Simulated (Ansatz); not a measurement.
# Mg: the cost of one run

Method: DFT PBE, scalar-relativistic, plane waves, PAW, in Ansatz 0.2.0.

3 further runs of the same task are left out: 1 that didn't finish, 2 set aside as unsound or not needed.

**1. Starting point**

Symmetry: Fm-3m, No. 225, cubic system. The conventional cell has a = 4.522 Å, b = 4.522 Å, c = 4.522 Å, α = 90.00°, β = 90.00°, γ = 90.00°. Mg (site symmetry m-3m) is surrounded by 12 Mg at 3.20 Å.

Coordinates:

```xyz
4
Lattice="4.5222 0.0000 0.0000 0.0000 -4.5222 0.0000 0.0000 0.0000 -4.5222" Properties=species:S:1:pos:R:3 pbc="T T T"
Mg    0.0000   -2.2611   -2.2611
Mg    2.2611    0.0000   -2.2611
Mg    2.2611   -2.2611    0.0000
Mg    0.0000    0.0000    0.0000
```

It goes back to an entry of the Materials Project, which need not be the stable form.

It is built from the cell relaxed beforehand with the same method (23.12 Å³/atom).

**2. The undisturbed cell**

Contents of input.yaml:

```yaml
crystal:
  lattice:
    - [4.5221932689, 0.0, 0.0]
    - [0.0, -4.5221932689, 0.0]
    - [0.0, 0.0, -4.5221932689]
  atoms:
    - { symbol: Mg, position: [0.0, 0.5, 0.5] }
    - { symbol: Mg, position: [0.5, 0.0, 0.5] }
    - { symbol: Mg, position: [0.5, 0.5, 0.0] }
    - { symbol: Mg, position: [0.0, 0.0, 0.0] }
basis:
  ecutwfc: 420
kpoints:
  mp_grid: { grid: [8, 8, 8] }
hamiltonian:
  xc: pbe
scf:
  occupations: { method: gaussian, width: 0.15 }
output:
  forces: true
  stress: true
  eigenvalues: true
  write_density: true
  write_potential: true
  elf: true
  volumetric_format: npy
```

Command:

```sh
$ ansatz run input.yaml --threads 1 --pin off --max-ram 2560MiB --backend cpu --events-out ev --progress --plain --runs-dir out
```

What time and memory should one allow on 1 thread of Arm Neoverse V2, shared host?

About 4.4 s, with a peak of 0.34 GiB.
